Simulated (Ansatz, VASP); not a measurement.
# Two plane-wave programs on Pd

```
Pd
1.0
     1.37849   -4.96732    0.00000
     1.37849    4.96732    0.00000
     0.00000    0.00000    4.67797
Pd
4
Direct
  0.13103 0.86897 0.99998
  0.63103 0.36897 0.50002
  0.86897 0.13103 0.00002
  0.36897 0.63103 0.49998
```

Alike in both runs: functional PBE; k mesh 6 × 6 × 4; occupations gaussian, width 0.1 eV; no spin polarisation.

Ansatz relaxed the structure, and its values are those at the end. VASP's run is a single point on that final structure, the one shown.

|  | VASP | Ansatz |
| --- | --- | --- |
| version | VASP 6.6.1 | Ansatz 0.2.0 |
| potentials or method | VASP PAW PBE potentials, release 64 (Pd) | scalar-relativistic, plane waves, PAW |
| plane-wave cutoff (eV) | 520 | 420 |
| valence electrons in the cell | 40 | 72 |

Ansatz gave:

```
gap on the k mesh at the Fermi level (eV) : none
pressure (GPa)                            : 0.0
```

Q: Estimate VASP's values.

A: gap on the k mesh at the Fermi level (eV): none; pressure (GPa): -0.3.

A gap of «none» marks a metal or a gap that the smearing closes. The two sets of potentials don't hold the same shells in valence.

Caveats: the k mesh is coarse (spacing up to 0.39 Å⁻¹), so the values aren't converged.
